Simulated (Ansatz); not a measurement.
**KTaO3: band structure with BLYP**

The system is KTaO3.

```
CELL_PARAMETERS angstrom
3.98830 0.00000 0.00000
0.00000 3.98830 0.00000
0.00000 0.00000 3.98830
ATOMIC_POSITIONS crystal
Ta 0.00000 0.00000 0.00000
K 0.50000 0.50000 0.50000
O 0.00000 0.00000 0.50000
O 0.00000 0.50000 0.00000
O 0.50000 0.00000 0.00000
```

- Program: Ansatz 0.2.0
- Task: band structure
- Functional: BLYP
- Potentials or basis: Ansatz PAW
- Cutoff: 420 eV (not typed: the program's choice for these potentials)
- k mesh: 7 × 7 × 7
- Occupations: fermi-dirac, width 0.05 eV
- Spin: no spin polarisation
- Path: [["G", "X", "M", "G", "R", "X"], ["M", "R"]]
- Points for each segment of the path: 14

| Quantity | Value |
| --- | --- |
| Pressure | 10.2 GPa |
| Band gap on the k mesh | 2.32 eV, indirect (least direct gap 2.87 eV) |
| Band gap along the path | 2.27 eV, indirect (least direct gap 2.87 eV) |

Levels at the corners of the path, in eV from the valence-band top:
```
point  band 16  band 17  band 18  band 19  band 20  band 21  band 22  band 23  band 24  band 25
    Γ    -1.04    -1.04    -0.61    -0.61    -0.61     2.27     2.27     2.27     6.80     6.84
    X    -2.26    -2.07    -1.48    -0.83    -0.83     2.42     5.04     5.04     6.87     8.63
    M    -2.77    -1.61    -1.39    -1.39    -0.04     5.08     5.08     6.34     7.77    10.07
    Γ    -1.04    -1.04    -0.61    -0.61    -0.61     2.27     2.27     2.27     6.80     6.84
    R    -3.84    -3.84     0.00     0.00     0.00     6.47     6.47     6.47     8.99     8.99
    X    -2.26    -2.07    -1.48    -0.83    -0.83     2.42     5.04     5.04     6.87     8.63
    M    -2.77    -1.61    -1.39    -1.39    -0.04     5.08     5.08     6.34     7.77    10.07
    R    -3.84    -3.84     0.00     0.00     0.00     6.47     6.47     6.47     8.99     8.99
```

It took 3.6 s on 2 threads of Arm Neoverse V1 (shared host), peak memory 0.35 GiB.

Caveat: the k mesh misses the band edges, so the gap on the mesh is wider than the one along the path; the pressure holds a Pulay correction of +0.6 GPa for the finite cutoff; spin-orbit coupling is left out, which moves the levels of the heavy elements; the PAW data sets come from PBE, with cores solved anew for the run's functional, which leaves a small shift of forces and pressure. As with any semilocal functional, this BLYP gap is likely too small.
